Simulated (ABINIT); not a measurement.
# ZnS (F-43m) in ABINIT: notebook

One crystal, ZnS, is run at these levels: LDA-VWN, rPW86PBE, OLYP; tasks: band structure.

Everything below comes from runs of ABINIT 10.8.3 (patched build). Logs are shortened: lines on timing, memory, paths and dates and some standing lists are left out, and cuts for length are marked. The log counts tension as positive stress, the text compression.

**What was measured.**

From “Electronic, vibrational, and thermodynamic properties of ZnS (zincblende and rocksalt structure)”, 2009, arxiv:0911.5022, for a bulk crystal of ZnS at 19 K: band gap 3.85 eV (direct).

How close the calculation comes is told below.

### 1 The structure

Symmetry: F-43m, No. 216, cubic system. Conventional cell: a = 5.404 Å, b = 5.404 Å, c = 5.404 Å, α = 90.00°, β = 90.00°, γ = 90.00°. Around Zn (site symmetry -43m) lie 4 S at 2.34 Å. S (site symmetry -43m) is surrounded by 4 Zn at 2.34 Å.

### 2 Band structure, LDA-VWN

File run.abi:

```
ndtset 2

pp_dirpath "./"
pseudos "Zn.upf, S.upf"

acell 3*1.0
rprim
     0.0000000000     5.1060399887     5.1060399887
     5.1060399887     0.0000000000     5.1060399887
     5.1060399887     5.1060399887     0.0000000000
ntypat 2
znucl 30 16
natom 2
typat 1 2
xred
     0.7500000000     0.7500000000     0.7500000000
     0.0000000000     0.0000000000     0.0000000000

ecut 36.0

ixc -1007

occopt 3
tsmear 0.05 eV

nstep 100

iomode 3
prtwf 0
prteig 0
prtebands 0
prtden1 1

kptopt1 1
ngkpt1 9 9 9
nshiftk1 1
shiftk1 0.0 0.0 0.0
nband1 17
tolvrs1 1.0e-10

iscf2 -2
getden2 1
nband2 21
nbdbuf2 2
tolwfr2 1.0e-12
kptopt2 -9
ndivsm2 5
prteig2 1
prtvol2 -3
kptbounds2
     0.0000000000     0.0000000000     0.0000000000
     0.5000000000     0.0000000000     0.5000000000
     0.5000000000     0.2500000000     0.7500000000
     0.3750000000     0.3750000000     0.7500000000
     0.0000000000     0.0000000000     0.0000000000
     0.5000000000     0.5000000000     0.5000000000
     0.6250000000     0.2500000000     0.6250000000
     0.5000000000     0.2500000000     0.7500000000
     0.5000000000     0.5000000000     0.5000000000
     0.3750000000     0.3750000000     0.7500000000
```

Potentials or basis: PseudoDojo NC SR LDA v0.4.1 standard.

Run with:

```
$ abinit run.abi > log 2>&1
```

run.abo:

```text
.Version 10.8.3 of ABINIT
 DATASET    1 : space group F-4 3 m (#216); Bravais cF (face-center cubic)
================================================================================
 Values of the parameters that define the memory need for DATASET  1.
     intxc =       0    ionmov =       0      iscf =       7    lmnmax =       6
     lnmax =       6     mgfft =      40  mpssoang =       3    mqgrid =    3001
     natom =       2  nloc_mem =       1    nspden =       1   nspinor =       1
    nsppol =       1      nsym =      24    n1xccc =    2501    ntypat =       2
    occopt =       3   xclevel =       1
       mpw =        2761          nfft =       64000          nkpt =          35
================================================================================
================================================================================

 DATASET    2 : space group F-4 3 m (#216); Bravais cF (face-center cubic)
================================================================================
 Values of the parameters that define the memory need for DATASET  2.
     intxc =       0    ionmov =       0      iscf =      -2    lmnmax =       6
     lnmax =       6     mgfft =      40  mpssoang =       3    mqgrid =    3001
     natom =       2  nloc_mem =       1    nspden =       1   nspinor =       1
    nsppol =       1      nsym =      24    n1xccc =    2501    ntypat =       2
    occopt =       3   xclevel =       1
       mpw =        2768          nfft =       64000          nkpt =          87
================================================================================
================================================================================

--------------------------------------------------------------------------------
------------- Echo of variables that govern the present computation ------------
--------------------------------------------------------------------------------
 -outvars: echo values of preprocessed input variables --------
            acell      1.0000000000E+00  1.0000000000E+00  1.0000000000E+00 Bohr
              amu      6.53900000E+01  3.20660000E+01
             ecut      3.60000000E+01 Hartree
           getden1          0
           getden2          1
             iscf1          7
             iscf2         -2
              ixc       -1007
           jdtset        1    2
           kptopt1          1
           kptopt2         -9
         kptrlatt        9    0    0      0    9    0      0    0    9
          kptrlen1     6.49892790E+01
          kptrlen2     3.00000000E+01
            natom           2
            nband1         17
            nband2         21
           nbdbuf1          0
           nbdbuf2          2
           ndtset           2
           ndivsm1          0
           ndivsm2          5
            ngfft          40      40      40
             nkpt1         35
             nkpt2         87
            nstep         100
             nsym          24
           ntypat           2
           occopt           3
        prtebands           0
           prteig1          0
           prteig2          1
           prtvol1          0
           prtvol2         -3
            prtwf           0
            rprim      0.0000000000E+00  5.1060399887E+00  5.1060399887E+00
                       5.1060399887E+00  0.0000000000E+00  5.1060399887E+00
                       5.1060399887E+00  5.1060399887E+00  0.0000000000E+00
           shiftk1     0.00000000E+00  0.00000000E+00  0.00000000E+00
           shiftk2     5.00000000E-01  5.00000000E-01  5.00000000E-01
          spgroup         216
           tolvrs1     1.00000000E-10
           tolvrs2     0.00000000E+00
           tolwfr1     0.00000000E+00
           tolwfr2     1.00000000E-12
           tsmear      1.83746611E-03 Hartree
            typat      1  2
           xangst      4.0529999972E+00  4.0529999972E+00  4.0529999972E+00
                       0.0000000000E+00  0.0000000000E+00  0.0000000000E+00
            xcart      7.6590599831E+00  7.6590599831E+00  7.6590599831E+00
                       0.0000000000E+00  0.0000000000E+00  0.0000000000E+00
[... 198 lines left out ...]
  1.87E-13  2.40E-13  3.95E-13  3.91E-13  3.49E-13  3.94E-13  3.66E-13  9.82E-13
  2.69E-13  4.63E-13  4.83E-13  4.09E-13  3.49E-13  4.95E-13  2.50E-13  1.87E-13
  2.08E-13  8.82E-13  3.75E-13  6.51E-13  1.85E-13
 -4.4385E+00 -2.7704E+00 -2.7704E+00 -2.7704E+00 -3.5697E-01 -1.1278E-01
 -1.1278E-01 -1.1278E-01 -9.5040E-02 -9.5040E-02  1.2530E-01  1.2530E-01
  1.2530E-01  1.9365E-01  3.5417E-01  3.5417E-01  3.5417E-01  5.4848E-01
  5.5140E-01  5.5140E-01  6.5111E-01
 Non-SCF case, kpt    2 (  0.03571  0.00000  0.03571), residuals and eigenvalues=
  6.28E-13  5.52E-13  5.82E-13  5.58E-13  6.69E-13  4.41E-13  4.65E-13  8.61E-13
  4.62E-13  7.53E-13  2.27E-13  3.23E-13  7.14E-13  4.10E-13  1.83E-13  3.22E-13
  1.88E-13  6.14E-13  7.08E-13  8.33E-13  8.06E-06
 -4.4385E+00 -2.7704E+00 -2.7704E+00 -2.7704E+00 -3.5648E-01 -1.1285E-01
 -1.1267E-01 -1.1267E-01 -9.5093E-02 -9.5005E-02  1.1994E-01  1.2390E-01
[... 668 lines left out ...]
  3.40E-13  3.03E-13  5.93E-13  6.28E-13  3.99E-13  6.92E-13  7.23E-13  4.06E-13
  3.22E-13  6.90E-13  7.30E-13  2.42E-07  1.42E-05
 -4.4385E+00 -2.7704E+00 -2.7704E+00 -2.7704E+00 -3.1195E-01 -1.0937E-01
 -1.0318E-01 -9.8312E-02 -9.3968E-02 -8.2396E-02 -4.8186E-02  8.8920E-03
  6.1811E-02  2.7388E-01  3.4829E-01  4.5036E-01  4.6619E-01  5.0801E-01
  5.6880E-01  6.9658E-01  7.4961E-01
 Non-SCF case, kpt   87 (  0.37500  0.37500  0.75000), residuals and eigenvalues=
  8.86E-13  1.88E-13  8.66E-13  3.40E-13  2.28E-13  4.33E-13  6.39E-13  5.08E-13
  7.55E-13  1.55E-13  8.76E-13  7.91E-13  3.12E-13  7.19E-13  3.84E-13  4.50E-13
  7.02E-13  9.18E-13  7.72E-13  5.39E-07  2.87E-04
 -4.4385E+00 -2.7704E+00 -2.7704E+00 -2.7704E+00 -3.1118E-01 -1.0975E-01
 -1.0262E-01 -9.8799E-02 -9.3762E-02 -8.1991E-02 -4.7715E-02  8.8152E-03
  5.8178E-02  2.6974E-01  3.3853E-01  4.6141E-01  4.7816E-01  5.0781E-01
  5.7499E-01  6.9193E-01  7.4065E-01

--- !ResultsGS
iteration_state: {dtset: 2, }
comment   : Summary of ground state results
lattice_vectors:
- [  0.0000000,   5.1060400,   5.1060400, ]
- [  5.1060400,   0.0000000,   5.1060400, ]
- [  5.1060400,   5.1060400,   0.0000000, ]
lattice_lengths: [   7.22103,    7.22103,    7.22103, ]
lattice_angles: [ 60.000,  60.000,  60.000, ] # degrees, (23, 13, 12)
lattice_volume:   2.6624572E+02
convergence: {deltae:  0.000E+00, res2:  0.000E+00, residm:  9.987E-13, diffor:  0.000E+00, }
etotal    :  -2.20048518E+02
entropy   :   0.00000000E+00
fermie    :   1.60942925E-01
cartesian_stress_tensor: null
pressure_GPa: null
xred      :
- [  7.5000E-01,   7.5000E-01,   7.5000E-01, Zn]
- [  0.0000E+00,   0.0000E+00,   0.0000E+00,  S]
cartesian_forces: null
force_length_stats: {min: null, max: null, mean: null, }
...

 Integrated electronic density in atomic spheres:
 ------------------------------------------------
 Atom  Sphere_radius  Integrated_density
    1        2.00000         18.12994895
    2        2.00000          3.90717612
================================================================================

 ----iterations are completed or convergence reached----

 Mean square residual over all n,k,spin=   50.604E-14; max=  99.874E-14
 reduced coordinates (array xred) for    2 atoms
       0.750000000000      0.750000000000      0.750000000000
       0.000000000000      0.000000000000      0.000000000000

 cartesian coordinates (angstrom) at end:
    1      4.05299999721958     4.05299999721958     4.05299999721958
    2      0.00000000000000     0.00000000000000     0.00000000000000
 length scales=  1.000000000000  1.000000000000  1.000000000000 bohr
              =  0.529177210544  0.529177210544  0.529177210544 angstroms
 Eigenvalues (hartree) for nkpt=  87  k points:
 kpt#   1, nband= 21, wtk=  1.00000, kpt=  0.0000  0.0000  0.0000 (reduced coord)
  -4.43851   -2.77043   -2.77043   -2.77043   -0.35697   -0.11278   -0.11278   -0.11278
  -0.09504   -0.09504    0.12530    0.12530    0.12530    0.19365    0.35417    0.35417
   0.35417    0.54848    0.55140    0.55140    0.65111
 kpt#   2, nband= 21, wtk=  1.00000, kpt=  0.0357  0.0000  0.0357 (reduced coord)
  -4.43851   -2.77043   -2.77043   -2.77043   -0.35648   -0.11285   -0.11267   -0.11267
  -0.09509   -0.09501    0.11994    0.12390    0.12390    0.19945    0.35143    0.35621
   0.35621    0.54322    0.55199    0.55306    0.65355
 kpt#   3, nband= 21, wtk=  1.00000, kpt=  0.0714  0.0000  0.0714 (reduced coord)
  -4.43851   -2.77043   -2.77043   -2.77043   -0.35502   -0.11304   -0.11231   -0.11231
  -0.09524   -0.09490    0.10737    0.11988    0.11988    0.21323    0.34393    0.36213
   0.36213    0.52382    0.55375    0.56588    0.65835
 kpt#   4, nband= 21, wtk=  1.00000, kpt=  0.1071  0.0000  0.1071 (reduced coord)
  -4.43851   -2.77043   -2.77043   -2.77043   -0.35264   -0.11333   -0.11173   -0.11173
  -0.09550   -0.09474    0.09201    0.11370    0.11370    0.23023    0.33328    0.37150
   0.37150    0.50052    0.55666    0.58530    0.66730
 kpt#   5, nband= 21, wtk=  1.00000, kpt=  0.1429  0.0000  0.1429 (reduced coord)
[... 317 lines left out ...]
  -0.09415   -0.08425   -0.05374    0.02432    0.07127    0.28252    0.35324    0.43203
   0.43429    0.52895    0.57117    0.67376    0.69984
 kpt#  85, nband= 21, wtk=  1.00000, kpt=  0.4028  0.4028  0.6944 (reduced coord)
  -4.43851   -2.77043   -2.77043   -2.77043   -0.31325   -0.10905   -0.10396   -0.09796
  -0.09410   -0.08332   -0.05014    0.01430    0.06626    0.27857    0.35398    0.43779
   0.45089    0.51665    0.56803    0.69033    0.72451
 kpt#  86, nband= 21, wtk=  1.00000, kpt=  0.3889  0.3889  0.7222 (reduced coord)
  -4.43851   -2.77043   -2.77043   -2.77043   -0.31195   -0.10937   -0.10318   -0.09831
  -0.09397   -0.08240   -0.04819    0.00889    0.06181    0.27388    0.34829    0.45036
   0.46619    0.50801    0.56880    0.69658    0.74961
 kpt#  87, nband= 21, wtk=  1.00000, kpt=  0.3750  0.3750  0.7500 (reduced coord)
  -4.43851   -2.77043   -2.77043   -2.77043   -0.31118   -0.10975   -0.10262   -0.09880
  -0.09376   -0.08199   -0.04772    0.00882    0.05818    0.26974    0.33853    0.46141
   0.47816    0.50781    0.57499    0.69193    0.74065

== END DATASET(S) ==============================================================
================================================================================

 -outvars: echo values of variables after computation  --------
            acell      1.0000000000E+00  1.0000000000E+00  1.0000000000E+00 Bohr
           etotal1    -2.2004851848E+02
            fcart1    -0.0000000000E+00 -0.0000000000E+00 -0.0000000000E+00
                      -0.0000000000E+00 -0.0000000000E+00 -0.0000000000E+00
            rprim      0.0000000000E+00  5.1060399887E+00  5.1060399887E+00
                       5.1060399887E+00  0.0000000000E+00  5.1060399887E+00
                       5.1060399887E+00  5.1060399887E+00  0.0000000000E+00
           strten1     2.1837479427E-04  2.1837479427E-04  2.1837479427E-04
                       0.0000000000E+00  0.0000000000E+00  0.0000000000E+00
           xangst      4.0529999972E+00  4.0529999972E+00  4.0529999972E+00
                       0.0000000000E+00  0.0000000000E+00  0.0000000000E+00
             xred      7.5000000000E-01  7.5000000000E-01  7.5000000000E-01
                       0.0000000000E+00  0.0000000000E+00  0.0000000000E+00
 Calculation completed.
```

Wall time 1.9 min (1 thread of Intel Xeon 6975P-C (Granite Rapids), shared host); peak memory 0.13 GiB.

What came out:

| Item | Value |
| --- | --- |
| Free energy | -5987.8252 eV |
| Band gap on the k mesh | 1.86 eV, direct |
| Valence electrons inside the program's atomic spheres | Zn 18.13; S 3.91 |

Levels at the corners of the path, in eV from the valence-band top:
```tsv
point	band 10	band 11	band 12	band 13	band 14	band 15	band 16	band 17
Γ	-6.00	0.00	0.00	0.00	1.86	6.23	6.23	6.23
X	-5.77	-4.66	-2.24	-2.24	3.19	3.89	10.69	11.74
W	-5.59	-4.67	-2.80	-2.77	5.53	5.89	7.67	8.00
K	-5.64	-4.71	-3.17	-1.83	3.93	5.80	9.15	9.60
Γ	-6.00	0.00	0.00	0.00	1.86	6.23	6.23	6.23
L	-5.79	-5.38	-0.88	-0.88	3.09	6.76	6.76	8.62
U	-5.64	-4.71	-3.17	-1.83	3.93	5.80	9.15	9.60
W	-5.59	-4.67	-2.80	-2.77	5.53	5.89	7.67	8.00
L	-5.79	-5.38	-0.88	-0.88	3.09	6.76	6.76	8.62
K	-5.64	-4.71	-3.17	-1.83	3.93	5.80	9.15	9.60
```

Caveat: the cutoff is too short for stress, so the log's stress isn't used.

(Continued in part 2 of 2.)
